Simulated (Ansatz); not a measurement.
Runs of Ansatz 0.2.0 on Tl. The structure is cubic, space group Im-3m (No. 229). Conventional cell: a = 3.912 Å, b = 3.912 Å, c = 3.912 Å, α = 90.00°, β = 90.00°, γ = 90.00°. Tl (site symmetry m-3m) has 8 Tl at 3.39 Å as nearest neighbours. This isn't the form of Tl at room conditions, which is hcp.

| task | level | potentials or basis | spin | cell | k mesh | cutoff (eV) | smearing | driver | optimizer | fmax | steps | filter | other keys | gap on the mesh (eV) | pressure (GPa) | moment (μB) | relaxed volume (Å³/atom) |
| --- | --- | --- | --- | --- | --- | --- | --- | --- | --- | --- | --- | --- | --- | --- | --- | --- | --- |
| relaxation of cell and atoms | BLYP+D3(BJ)+ATM | as the typed override names | off | relaxed | 8 × 8 × 8 | 1800 | fermi-dirac 0.05 eV | calculator | BFGS | 0.05 | 30 | FrechetCellFilter | hamiltonian.pseudopotentials = kind paw, source jth | - | 0.0 | - | (a) |
| projected density of states | PBEsol+D4 | Ansatz NC | non-collinear, ferromagnetic start, SOC | volume scaled by 0.96 | 10 × 10 × 10 | 844 | fermi-dirac 0.05 eV | chain | - | - | - | - | - | none | -2.0 | 0.00 | - |
| optical spectrum | revPBE | as the typed override names | off | as given | 10 × 10 × 10 | 820 | cold 0.1 eV | chain | - | - | - | - | hamiltonian.pseudopotentials = kind nc; hamiltonian.xc = revpbe | none | - | - | - |
| single point | PBEsol+D3(BJ)-ATM | Ansatz PAW earlier set | collinear, ferromagnetic start | as given | 10 × 10 × 10 | 460 | cold 0.025 eV | - | - | - | - | - | - | none | -3.4 | 0.00 | - |
| single point | PBEsol+D3(BJ)+ATM | Ansatz PAW earlier set | collinear, ferromagnetic start | as given | 10 × 10 × 10 | 460 | cold 0.025 eV | calculator | - | - | - | - | - | - | -3.4 | 0.00 | - |
| relaxation of cell and atoms | LDA | PseudoDojo LDA | off | relaxed from: volume scaled by 1.15 | 9 × 9 × 9 | 844 | fermi-dirac 0.01 eV | chain | - | - | - | - | - | none | 0.0 | - | 27.15 |

Fill in the values left out.

(a) 30.81.

Caveats: the thresholds are loose for stress (some runs); the starting moments weren't kept (some runs); the potentials were made for another functional, which shifts forces and pressure (some runs); pairwise dispersion overbinds metals, which lowers pressure and volume (some runs); spectra need much finer meshes, so this one isn't converged (some runs); independent-particle spectra lack excitons (some runs); the intraband (Drude) part of a metal's response may be missing (some runs).

A k mesh can miss the band edges, and rows without SOC leave out spin-orbit coupling on Tl.

A gap of «none» marks a metal or a gap under the smearing width.

The runs don't all hold the same shells in valence.
